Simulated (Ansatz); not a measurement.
InP:

```
CELL_PARAMETERS angstrom
0.00000 2.93050 2.93050
2.93050 0.00000 2.93050
2.93050 2.93050 0.00000
ATOMIC_POSITIONS crystal
In 0.00000 0.00000 0.00000
P 0.75000 0.75000 0.75000
```

Base run:

```yaml
Program: Ansatz 0.2.0
Functional: PBE
Potentials_or_basis: Ansatz PAW
Cutoff: "420 eV (not typed: the program's choice for these potentials)"
k_mesh: 8 × 8 × 8
Occupations: fermi-dirac, width 0.05 eV
Spin: no spin polarisation
```

Its results: band gap on the k mesh 0.72 eV, direct; pressure 3.3 GPa.

Question: The run is repeated on the same cell with these changes: functional from PBE to PBEsol. What comes out?

Answer: Band gap on the k mesh 0.62 eV, direct; pressure 0.6 GPa.

PBEsol binds more tightly than PBE, so the same cell stands under less pressure.

Caveats: spin-orbit coupling is left out, which moves the levels of the heavy elements; the PAW data sets come from PBE, with cores solved anew for the run's functional, which leaves a small shift of forces and pressure (some runs).
